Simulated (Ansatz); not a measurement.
**Dielectric response of SiC (10-10) films**

How well do thin wurtzite SiC (10-10) films screen a perpendicular field?

Program: Ansatz 0.2.0. Level of theory: plane-wave DFT, PBEsol, Ansatz PAW, in the first sound run; inputs show where later runs differ. Results are calculated unless marked as measured.

**1. The starting structure**

The cell holds 12 atoms: 6 Si and 6 C. Cell: a = 3.080 Å, b = 5.050 Å, c = 24.224 Å, α = 90.0°, β = 90.0°, γ = 90.0°. It derives from SiC (wurtzite SiC). Vacuum lies along c.

**2. Relaxation, 12 atoms, units 3**

The structure is relaxed first, because levels and dipoles at a surface follow the positions of the outer atoms.

input.yaml reads:

```yaml
crystal:
  lattice:
    - [3.08, 0.0, 0.0]
    - [0.0, 5.05, 0.0]
    - [0.0, 0.0, 24.2238359019]
  atoms:
    - { symbol: Si, position: [0.0, 0.0, 0.3715348814] }
    - { symbol: C, position: [0.0, 0.375, 0.3715348814] }
    - { symbol: Si, position: [0.5, 0.5, 0.408239201] }
    - { symbol: C, position: [0.5, 0.875, 0.408239201] }
    - { symbol: Si, position: [0.5, 0.0, 0.4816478402] }
    - { symbol: C, position: [0.5, 0.375, 0.4816478402] }
    - { symbol: Si, position: [0.0, 0.5, 0.5183521598] }
    - { symbol: C, position: [0.0, 0.875, 0.5183521598] }
    - { symbol: Si, position: [0.0, 0.0, 0.591760799] }
    - { symbol: C, position: [0.0, 0.375, 0.591760799] }
    - { symbol: Si, position: [0.5, 0.5, 0.6284651186] }
    - { symbol: C, position: [0.5, 0.875, 0.6284651186] }
kpoints:
  mp_grid: { grid: [8, 6, 1] }
hamiltonian:
  xc: pbesol
scf:
  occupations: { method: fixed }
  convergence: { dr2_threshold: 1.0e-09 }
efield:
  axis: 3
  dipole_correction: true
  ramp_position: 0.97
  ramp_width: 0.06
relax:
  f_tol: 0.003
  max_steps: 100
output:
  write_potential: true
  write_density: true
  volumetric_format: npy
```

Run with:

```
ansatz run input.yaml --threads 4 --pin off --max-ram 16384MiB --backend cpu --events-out ev --progress --plain --runs-dir out
```

Numbers of over 12 decimals in the logs are rounded to 6 here.

Output:

```text
Engine: ansatz 0.2.0, aarch64-unknown-linux-gnu
Pseudopotentials: kind: paw
Pseudopotential: Si, paw, valence charge 4, recommended cutoff 420 eV (normal), Si.paw.azcp
Pseudopotential: C, paw, valence charge 4, recommended cutoff 420 eV (normal), C.paw.azcp
Functional definition: PBEsol
  exchange = pbesol_x
  correlation = pbesol_c
Crystal: 12 atoms, lattice volume = 376.778 Å³
Basis set: ecut = 420 eV, 7343 PW (Γ), exchange–correlation on 48×72×324 points (8 copies of the dense FFT grid, shifted against one another)
Bands: 36, of which v1, the nominal top of the filled ones, is band 24 counted from 1 (23 counted from 0)
Symmetry: 2 space group operations
k-points: 20 of 48 (time reversal used)
Non-local potential: Si, projectors of the file, l = 0: 2, l = 1: 2, l = 2: 2
Non-local potential: C, projectors of the file, l = 0: 2, l = 1: 2, l = 2: 1
PAW form: soft (Blöchl's): semilocal exchange-correlation on the pseudo side does not see the compensation charge
PAW frozen core: Si, regenerated for the run's functional, and the local potential with it (the file was generated under x = pbe(κ = 0.804, μ = 0.219515), c = pbe(β = 0.066725))
PAW frozen core: C, regenerated for the run's functional, and the local potential with it (the file was generated under x = pbe(κ = 0.804, μ = 0.219515), c = pbe(β = 0.066725))
PAW one-centre angular grid: Si, 110 points (default); XC on 64 Gauss nodes
PAW one-centre angular grid: C, 110 points (default); XC on 64 Gauss nodes
Initial density: superposition of atomic densities (neutral atoms: chi_scale 0, normalization atom), corrected by the library's trained network
Initial wavefunctions: pseudopotential atomic-orbital guess
Functional: x = pbesol(κ = 0.804, μ = 0.123457), c = pbesol(β = 0.046)
SCF iter   1: F=—  HF=-5206.005531 eV  |F-HF|=—  |Δ(HF+E_count)|=         —  Δρ=6.57e-3  dr2=1.96e-1  ethr=1.77e-3  p=0.000 e·Å  D=1.17e-13 V/Å  ΔV_dip=-0.00 eV  dr2_dipole=1.15e-9  V_vac-E_F(+/−)=5.27/5.27 eV  ⟨swp⟩=5.2  Hψ=3437  notcnv=0  defer=200
efield: sawtooth ramp at fractional position 0.9700 (set: `efield.ramp_position`, or a place that a band, a saddle search or an elastic batch's reference lends), width 0.0600; the density the first Hamiltonian is built on has a dipole p = 0.000 e·Å; the dipole correction subtracts the counter field D = 1.17e-13 V/Å, which shifts the + side's vacuum level by -0.00 eV against the − side's; the planar-averaged density in the ramp window peaks in size at 3.7e-6 e/Å³
preconditioner: auto → Resta (q_TF=auto, 1.935 Å⁻¹)  ε∞=2.6  [insulator: Δε(μ)=0.460 eV  Ē_g=10.573 eV  n_scr=36 (ndim 8)  ℏωp=13.3 eV  f_vac=0.581  ε∞_Penn≈2.6  vacuum switching on, ρ_ref=8.1e-3 e/Å³]
SCF iter   2: F=—  HF=-5205.969610 eV  |F-HF|=—  |Δ(HF+E_count)|=   3.59e-2  Δρ=3.18e-3  dr2=6.65e-2  ethr=4.08e-4  p=-0.000 e·Å  D=-2.33e-6 V/Å  ΔV_dip=0.00 eV  dr2_dipole=3.80e-8  V_vac-E_F(+/−)=5.38/5.38 eV  ⟨swp⟩=2.9  Hψ=1362  notcnv=0  defer=200  κ⁻¹=1.0e0(r=1)
density mixer auto → broyden: gapped, with many states about μ (density of states about μ 0.48 of a free-electron gas's, 36 screened modes)
SCF iter   3: F=—  HF=-5205.960719 eV  |F-HF|=—  |Δ(HF+E_count)|=   8.89e-3  Δρ=1.49e-3  dr2=7.89e-3  ethr=1.39e-4  p=0.000 e·Å  D=2.06e-5 V/Å  ΔV_dip=-0.00 eV  dr2_dipole=8.74e-8  V_vac-E_F(+/−)=5.30/5.30 eV  ⟨swp⟩=2.2  Hψ=854  notcnv=0  defer=200  κ⁻¹=5.5e-2(r=2)
SCF iter   4: F=—  HF=-5205.959951 eV  |F-HF|=—  |Δ(HF+E_count)|=   7.68e-4  Δρ=4.98e-4  dr2=7.37e-4  ethr=1.64e-5  p=-0.000 e·Å  D=-3.77e-5 V/Å  ΔV_dip=0.00 eV  dr2_dipole=2.75e-7  V_vac-E_F(+/−)=5.32/5.32 eV  ⟨swp⟩=2.6  Hψ=1135  notcnv=0  defer=200  κ⁻¹=3.2e-3(r=3)
SCF iter   5: F=—  HF=-5205.960074 eV  |F-HF|=—  |Δ(HF+E_count)|=   1.23e-4  Δρ=8.51e-5  dr2=4.31e-5  ethr=1.54e-6  p=0.000 e·Å  D=1.20e-4 V/Å  ΔV_dip=-0.00 eV  dr2_dipole=2.63e-6  V_vac-E_F(+/−)=5.32/5.32 eV  ⟨swp⟩=2.4  Hψ=1078  notcnv=0  defer=200  κ⁻¹=2.5e-4(r=4)
SCF iter   6: F=—  HF=-5205.960080 eV  |F-HF|=—  |Δ(HF+E_count)|=   6.79e-6  Δρ=5.32e-5  dr2=1.39e-5  ethr=8.98e-8  p=-0.000 e·Å  D=-1.15e-4 V/Å  ΔV_dip=0.00 eV  dr2_dipole=2.40e-6  V_vac-E_F(+/−)=5.32/5.32 eV  ⟨swp⟩=2.8  Hψ=1184  notcnv=0  defer=197  κ⁻¹=4.8e-5(r=5)
SCF iter   7: F=—  HF=-5205.960087 eV  |F-HF|=—  |Δ(HF+E_count)|=   6.68e-6  Δρ=2.70e-5  dr2=7.46e-6  ethr=2.89e-8  p=0.000 e·Å  D=1.13e-4 V/Å  ΔV_dip=-0.00 eV  dr2_dipole=2.21e-6  V_vac-E_F(+/−)=5.32/5.32 eV  ⟨swp⟩=2.2  Hψ=850  notcnv=0  defer=181  κ⁻¹=2.6e-5(r=6)
SCF iter   8: F=—  HF=-5205.960091 eV  |F-HF|=—  |Δ(HF+E_count)|=   4.07e-6  Δρ=8.01e-6  dr2=2.65e-7  ethr=1.56e-8  p=-0.000 e·Å  D=-3.50e-6 V/Å  ΔV_dip=0.00 eV  dr2_dipole=1.77e-9  V_vac-E_F(+/−)=5.32/5.32 eV  ⟨swp⟩=2.5  Hψ=867  notcnv=0  defer=168  κ⁻¹=1.2e-6(r=7)
SCF iter   9: F=—  HF=-5205.960213 eV  |F-HF|=—  |Δ(HF+E_count)|=   1.22e-4  Δρ=3.44e-6  dr2=5.07e-8  ethr=5.52e-10  p=-0.000 e·Å  D=-2.98e-7 V/Å  ΔV_dip=0.00 eV  dr2_dipole=2.71e-11  V_vac-E_F(+/−)=5.32/5.32 eV  ⟨swp⟩=2.2  Hψ=1150  notcnv=0  defer=164  κ⁻¹=1.3e-7(r=8)
SCF iter  10: F=—  HF=-5205.960213 eV  |F-HF|=—  |Δ(HF+E_count)|=   6.67e-8  Δρ=9.22e-7  dr2=4.23e-9  ethr=1.06e-10  p=0.000 e·Å  D=1.95e-7 V/Å  ΔV_dip=-0.00 eV  dr2_dipole=3.63e-12  V_vac-E_F(+/−)=5.32/5.32 eV  ⟨swp⟩=2.2  Hψ=1011  notcnv=0  defer=164  κ⁻¹=5.2e-8(r=8)
SCF iter  11: F=-5205.960213 eV  HF=-5205.960213 eV  |F-HF|=6.97e-10  |Δ(HF+E_count)|=   1.97e-9  Δρ=4.28e-7  dr2=7.08e-10  ethr=2.08e-12  p=0.000 e·Å  D=4.55e-8 V/Å  ΔV_dip=-0.00 eV  dr2_dipole=3.81e-13  V_vac-E_F(+/−)=5.32/5.32 eV  ⟨swp⟩=9.2  Hψ=4442  notcnv=0
SCF 1 converged in 11 iterations: F = -5205.960213 eV  dr2 = 7.08e-10
  greatest PAW one-centre occupation: 0.648 electrons in one spin orbital (limit 2), on the C atom at site 9 (counted from 0), in its partial waves of l = 0
relax step   1: F+E_penalty+E_count = -5205.96021292 eV  Δ(F+E_penalty+E_count) = +0.000e0 eV  max|allowed force component| = 2.350e0 eV/Å  Δτ_max = 0.0000 Å  (11 SCF iters, accepted)
Initial density: handed on by an earlier stage of this run
Initial wavefunctions: those handed on with the density
iter 1 solved again at ethr=1.02e-3 eV; its pass at ethr=3.10e-3 eV (dr2=4.92e-1 eV) is discarded
SCF iter   1: F=—  HF=-5207.000835 eV  |F-HF|=—  |Δ(HF+E_count)|=         —  Δρ=9.36e-3  dr2=5.09e-1  ethr=1.02e-3  p=0.000 e·Å  D=4.55e-8 V/Å  ΔV_dip=-0.00 eV  dr2_dipole=2.64e-12  V_vac-E_F(+/−)=5.62/5.62 eV  ⟨swp⟩=1.1  Hψ=3251  notcnv=0  defer=191
[...]
relax step   4: F+E_penalty+E_count = -5207.29637828 eV  Δ(F+E_penalty+E_count) = -1.364e-1 eV  max|allowed force component| = 1.368e-1 eV/Å  Δτ_max = 0.0371 Å  (11 SCF iters, accepted)
[...]
relax step   5: F+E_penalty+E_count = -5207.29973926 eV  Δ(F+E_penalty+E_count) = -3.361e-3 eV  max|allowed force component| = 4.879e-2 eV/Å  Δτ_max = 0.0102 Å  (9 SCF iters, accepted)
[...]
relax step   6: F+E_penalty+E_count = -5207.30026238 eV  Δ(F+E_penalty+E_count) = -5.231e-4 eV  max|allowed force component| = 7.979e-3 eV/Å  Δτ_max = 0.0063 Å  (7 SCF iters, accepted)
SCF iter   1: F=—  HF=-5207.300173 eV  |F-HF|=—  |Δ(HF+E_count)|=         —  Δρ=1.13e-4  dr2=6.39e-5  ethr=1.38e-6  p=0.000 e·Å  D=7.00e-9 V/Å  ΔV_dip=-0.00 eV  dr2_dipole=2.75e-13  V_vac-E_F(+/−)=5.47/5.47 eV  ⟨swp⟩=2.5  Hψ=1499  notcnv=0  defer=200
efield: sawtooth ramp at fractional position 0.9700 (set: `efield.ramp_position`, or a place that a band, a saddle search or an elastic batch's reference lends), width 0.0600; the density the first Hamiltonian is built on has a dipole p = 0.000 e·Å; the dipole correction subtracts the counter field D = 7.00e-9 V/Å, which shifts the + side's vacuum level by -0.00 eV against the − side's; the planar-averaged density in the ramp window peaks in size at 1.9e-8 e/Å³
preconditioner: auto → Resta (q_TF=auto, 1.935 Å⁻¹)  ε∞=2.5  [insulator: Δε(μ)=1.401 eV  Ē_g=10.986 eV  n_scr=36 (ndim 8)  ℏωp=13.3 eV  f_vac=0.601  ε∞_Penn≈2.5  vacuum switching on, ρ_ref=8.8e-3 e/Å³]
SCF iter   2: F=—  HF=-5207.300153 eV  |F-HF|=—  |Δ(HF+E_count)|=   2.02e-5  Δρ=4.20e-5  dr2=9.13e-6  ethr=1.33e-7  p=0.000 e·Å  D=1.02e-7 V/Å  ΔV_dip=-0.00 eV  dr2_dipole=1.67e-13  V_vac-E_F(+/−)=5.47/5.47 eV  ⟨swp⟩=3.0  Hψ=1429  notcnv=0  defer=150  κ⁻¹=1.0e0(r=1)
density mixer auto → broyden: gapped, where msr1 would fit the directions that read negative (density of states about μ 0.09 of a free-electron gas's, 36 screened modes)
SCF iter   3: F=—  HF=-5207.300151 eV  |F-HF|=—  |Δ(HF+E_count)|=   1.83e-6  Δρ=2.37e-5  dr2=1.49e-6  ethr=1.90e-8  p=0.000 e·Å  D=3.49e-8 V/Å  ΔV_dip=-0.00 eV  dr2_dipole=4.15e-13  V_vac-E_F(+/−)=5.47/5.47 eV  ⟨swp⟩=2.6  Hψ=1017  notcnv=0  defer=134  κ⁻¹=7.0e-2(r=2)
SCF iter   4: F=—  HF=-5207.300280 eV  |F-HF|=—  |Δ(HF+E_count)|=   1.29e-4  Δρ=7.00e-6  dr2=1.21e-7  ethr=3.11e-9  p=0.000 e·Å  D=1.87e-7 V/Å  ΔV_dip=-0.00 eV  dr2_dipole=1.05e-12  V_vac-E_F(+/−)=5.47/5.47 eV  ⟨swp⟩=2.5  Hψ=1047  notcnv=0  defer=138  κ⁻¹=5.6e-3(r=3)
SCF iter   5: F=—  HF=-5207.300280 eV  |F-HF|=—  |Δ(HF+E_count)|=   2.25e-9  Δρ=2.75e-6  dr2=1.60e-8  ethr=2.52e-10  p=-0.000 e·Å  D=-3.01e-8 V/Å  ΔV_dip=0.00 eV  dr2_dipole=1.13e-12  V_vac-E_F(+/−)=5.47/5.47 eV  ⟨swp⟩=2.3  Hψ=1047  notcnv=0  defer=137  κ⁻¹=6.2e-4(r=4)
SCF iter   6: F=-5207.300280 eV  HF=-5207.300280 eV  |F-HF|=3.47e-10  |Δ(HF+E_count)|=   2.18e-9  Δρ=6.06e-7  dr2=8.13e-10  ethr=2.08e-12  p=0.000 e·Å  D=2.17e-7 V/Å  ΔV_dip=-0.00 eV  dr2_dipole=4.40e-12  V_vac-E_F(+/−)=5.47/5.47 eV  ⟨swp⟩=7.9  Hψ=4943  notcnv=0
SCF 7 converged in 6 iterations: F = -5207.300280 eV  dr2 = 8.13e-10
  greatest PAW one-centre occupation: 0.657 electrons in one spin orbital (limit 2), on the C atom at site 11 (counted from 0), in its partial waves of l = 0
relax step   7: F+E_penalty+E_count = -5207.30028021 eV  Δ(F+E_penalty+E_count) = -1.782e-5 eV  max|allowed force component| = 2.355e-3 eV/Å  Δτ_max = 0.0014 Å  (6 SCF iters, accepted)
NSCF: frozen V_eff on 20 k-points
the band table was solved once a step of the walk had ended and its energy, with any forces and stress, was formed, with the checks that follow a solve (5733 applications of the Hamiltonian). They found nothing against the state; the energy, forces and stress were not computed again (output.eigenvalues in the input reference)
WARN: The output density's exchange-correlation potential varies sharply where the density is thin. Do not read a vacuum level from v_tot or v_xc, or from such a field of the output density. On a cell that repeats whose density bears no net charge and no dipole along the vacuum's axis use v_es (v_loc + v_h of the components); under efield.dipole_correction with no amplitude use v_es + v_field, which holds any externa [...]
SCF converged after 6 iterations
Stability not checked: this state was not tested for a lower state beside it, because the mixer in use, unlike msr1, does not test its closes by its own steps (another_mixer; see scf.mixing.algorithm and scf.lower_state_search)
Free energy (F): -5207.300280 eV
Harris-Foulkes:  -5207.300280 eV  (|F-HF|=3.47e-10)
Internal energy: -5207.300280 eV  (E = F + TS)
E sigma→0 (E₀):  -5207.300280 eV
Fermi energy:    -0.476308 eV
Dipole field:    D = -0.000002 V/Å  (p = -0.000004 e·Å, saw-weighted, corrected)
Work function:   Φ+ = 5.4702 eV   Φ− = 5.4702 eV
Levels:          The Fermi level and band energies are counted from a zero that moves with the ramp; work functions are not
--- Per-component energies (eV) ---
  E_band       = -311.585320
  E_kinetic    = 806.012725
  E_local      = -25969.114773  (includes V_loc(G=0)·N_el)
  E_nonlocal   = 315.080064
  E_hartree    = 12620.973741
  E_xc         = -624.358085
  E_vxc        = -650.139944  (∫ρ·V_xc dr)
  E_paw        = -3565.738778  (= ΣΔE_a)
  E_vpaw       = -55.371411  (= ΣTr[D̂ρ^β])
  E_aug_tail   = 0.000083  (compensation charges beyond the density's cutoff)
  E_efield     = 0.000000  (sawtooth field / dipole correction)
  E_vefield    = 0.000000  (∫n·V_field dr)
  E_ewald      = 11209.528776
  E_core_change = 0.315967  (= ΣΔE_core)
  E_smearing   = -0.000000  (= −TS)
  E_closure    = 0.000000  (closes the sum)
  Σ components = -5207.300280   (vs F -5207.300280, Δ=0.00e0)
--- Forces (eV/Å), atoms counted from 1 ---
  atom   1  Si     0.00000000     0.00003887     0.00140532
  atom   2  C      0.00000000    -0.00152698    -0.00088826
  atom   3  Si     0.00000000     0.00235500     0.00196324
  atom   4  C      0.00000000    -0.00077839    -0.00142633
  atom   5  Si     0.00000000    -0.00000343    -0.00022661
  atom   6  C      0.00000000    -0.00008743    -0.00060662
  atom   7  Si     0.00000000    -0.00000322     0.00022218
  atom   8  C      0.00000000    -0.00008837     0.00061246
  atom   9  Si     0.00000000     0.00235406    -0.00196595
  atom  10  C      0.00000000    -0.00077710     0.00143003
  atom  11  Si     0.00000000     0.00004018    -0.00140645
  atom  12  C      0.00000000    -0.00152837     0.00088981
  max |Σ_I F_I| component: 5.18e-6 eV/Å
--- Band table (eV; the first three rows and the last of 20) ---
  k-point 0: bands = [... 20 lower, -1.2526, -1.1955, -0.8684, -0.5054, 1.9712, 2.0305, 2.5880, 3.1423, ... 8 higher]
  k-point 1: bands = [... 20 lower, -1.6423, -1.2983, -1.0028, -0.6356, 1.9444, 2.1166, 2.4516, 2.9045, ... 8 higher]
  k-point 2: bands = [... 20 lower, -1.8979, -1.3737, -1.3371, -0.8167, 1.7998, 2.0148, 2.5920, 2.8023, ... 8 higher]
  k-point 19: bands = [... 20 lower, -2.6803, -2.6803, -0.9472, -0.9472, 0.9246, 0.9246, 3.0988, 3.0988, ... 8 higher]
--- Relaxed structure (7 steps of the walk, 7 accepted, 0 SCFs on fresh bases) ---
  F+E_penalty+E_count = -5207.30028021 eV   max|allowed force component| = 2.355e-3 eV/Å
  atoms:
    - { symbol: Si, position: [0.0, 0.023427, 0.382536] }
    - { symbol: C, position: [0.0, 0.365025, 0.375442] }
    - { symbol: Si, position: [0.5, 0.491438, 0.405417] }
    - { symbol: C, position: [0.5, 0.864830, 0.406784] }
    - { symbol: Si, position: [0.5, 0.00293439, 0.482765] }
    - { symbol: C, position: [0.5, 0.377346, 0.482129] }
    - { symbol: Si, position: [0.0, 0.502934, 0.517235] }
    - { symbol: C, position: [0.0, 0.877346, 0.517871] }
    - { symbol: Si, position: [0.0, -0.00856163, 0.594583] }
    - { symbol: C, position: [0.0, 0.364830, 0.593216] }
    - { symbol: Si, position: [0.5, 0.523427, 0.617464] }
    - { symbol: C, position: [0.5, 0.865025, 0.624558] }
```

It took 45 s on 4 threads of Arm Neoverse V1, shared host; peak memory 0.76 GiB; 2.9 min of CPU time.

Relaxation path:

| step | energy less that of the first step (eV) | largest force component (eV/Å) |
| --- | --- | --- |
| 1 | 0.0000 | 2.3498 |
| 2 | -0.9243 | 1.6565 |
| 3 | -1.1998 | 2.2245 |
| 4 | -1.3362 | 0.1368 |
| 5 | -1.3395 | 0.0488 |
| 6 | -1.3400 | 0.0080 |
| 7 | -1.3401 | 0.0024 |

Forces are held to the 2 operations that the run works with; a distortion that breaks them can't arise in this run.

The atoms that moved most (Å):

```csv
atom,dx,dy,dz,length
Si1,0.000,0.118,0.266,0.292
Si11,0.000,0.118,-0.266,0.292
C12,0.000,-0.050,-0.095,0.107
C2,0.000,-0.050,0.095,0.107
Si9,0.000,-0.043,0.068,0.081
Si3,0.000,-0.043,-0.068,0.081
C10,0.000,-0.051,0.035,0.062
C4,0.000,-0.051,-0.035,0.062
```

This step gave:

* gap on the k-mesh: 1.401 eV
* dipole along the normal: -3.83e-6 e·Å
* ionisation energy, upper face: 5.470 eV
* electron affinity, upper face: 4.069 eV

Running mean over 2.667 Å of the planar mean; the ramp of the sawtooth is left out. Electron's electrostatic potential energy less the highest filled level against z:

```csv
z (Å),electron's electrostatic potential energy less the highest filled level (eV)
3.0,5.47
3.5,5.47
4.0,5.47
4.5,5.47
5.0,5.47
5.5,5.46
6.0,5.44
6.5,5.35
7.0,5.00
7.5,3.60
8.0,0.366
8.5,-3.60
9.0,-6.47
9.5,-7.58
10.0,-8.26
10.5,-8.62
11.0,-8.16
11.5,-7.83
12.0,-7.83
12.5,-7.82
13.0,-7.94
13.5,-8.48
14.0,-8.52
14.5,-7.87
15.0,-7.11
15.5,-5.11
16.0,-1.42
16.5,2.34
17.0,4.58
17.5,5.25
18.0,5.42
18.5,5.46
19.0,5.47
19.5,5.47
20.0,5.47
20.5,5.47
21.0,5.47
```

The relaxation took 7 steps and lowered the energy by 1.3 eV; the largest force on the free atoms ends at 0.0024 eV/Å.

The gap is 1.40 eV, with the valence edge 5.47 eV and the conduction edge 4.07 eV under the upper vacuum level.

(Continued in part 2 of 6.)

[Logs are printed without paths, hosts, clocks, repeated set-up lines and the standing remarks that a program may print on its own settings, such as how far it seeks lower states.]

[Hosts, paths, dates, database ids (printed as entryN), source tags and the programs' standing remarks are cut or masked in the printed files.]

[Maps of the electrostatic potential energy from Ansatz leave out the sawtooth potential of an applied field or a dipole correction, so their vacuum need not be flat; planar profiles and work functions include it.]
